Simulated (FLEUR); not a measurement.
MnO:

```xyz
2
Lattice="0.0000 2.2239 2.2239 2.2239 0.0000 2.2239 2.2239 2.2239 0.0000" Properties=species:S:1:pos:R:3 pbc="T T T"
Mn    0.0000    0.0000    0.0000
O     2.2239    2.2239    2.2239
```

The cell is a database's computed one.

Base run:

- Program: FLEUR MaX-R8.1 (later development tree)
- Functional: LDA
- Potentials or basis: all-electron
- Basis: FLAPW
- Kmax: 4.43 1/bohr
- k mesh: 10 × 10 × 10
- Occupations: fermi-dirac, width 0.05 eV
- Spin: collinear spin, ferromagnetic start
- Starting moments: [4.0, 0.0] μB

Its results: net moment 4.61 μB per cell; site moments Mn +4.14; O +0.20 μB.

Q: After a change of settings the same cell gave: net moment 4.77 μB per cell; site moments Mn +4.28; O +0.22 μB. Which change was it?
A. functional from LDA to WC
B. functional from LDA to r2SCAN
C. functional from LDA to SCAN

A: A.

Caveats: a cell with one magnetic atom can't hold antiferromagnetic order, which such compounds often take.

Not every run made on this cell is shown here.
